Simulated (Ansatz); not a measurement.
Au under changes of volume

One of the cells (18.207 Å³/atom); the others are scaled copies at fixed shape and fractional positions:

```xyz
1
Lattice="-1.6573 1.6573 1.6573 1.6573 -1.6573 1.6573 1.6573 1.6573 -1.6573" Properties=species:S:1:pos:R:3 pbc="T T T"
Au    0.0000    0.0000    0.0000
```

This isn't the form of Au at room conditions, which is fcc.

```yaml
Program: Ansatz 0.2.0
Functional: HSE06
Potentials_or_basis: Ansatz PAW
Cutoff: "420 eV (not typed: the program's choice for these potentials)"
k_mesh: 6 × 6 × 6
Occupations: fermi-dirac, width 0.05 eV
Spin: no spin polarisation
```

```csv
volume (Å³/atom),energy over the lowest point (meV/atom),pressure (GPa)
17.115,7.28,4.9
17.479,0.04,1.5
17.843,0.00,-1.5
18.207,6.14,-4.0
18.571,?,?
18.935,34.14,-8.2
19.299,54.69,-9.9
```

Q: What does the run at 18.571 Å³/atom give?

A: Energy over the lowest point 17.72 meV/atom; pressure -6.3 GPa.

Worked out: A Birch-Murnaghan fit of order 3 (a polynomial in V^(-2/3)) to the other rows has its minimum at 17.66 Å³/atom with B0 = V·E''(V) = 142 GPa and B' = 5.5. It gives 17.76 meV/atom at 18.571 Å³/atom, against the run's 17.72, and -dE/dV = -6.2 GPa, against -6.3.

Energies are extrapolated to zero smearing.

Caveats: all runs use coarse meshes; the PAW data sets come from PBE, with cores solved anew for the run's functional, which leaves a small shift of forces and pressure; the thresholds are loose for stress.
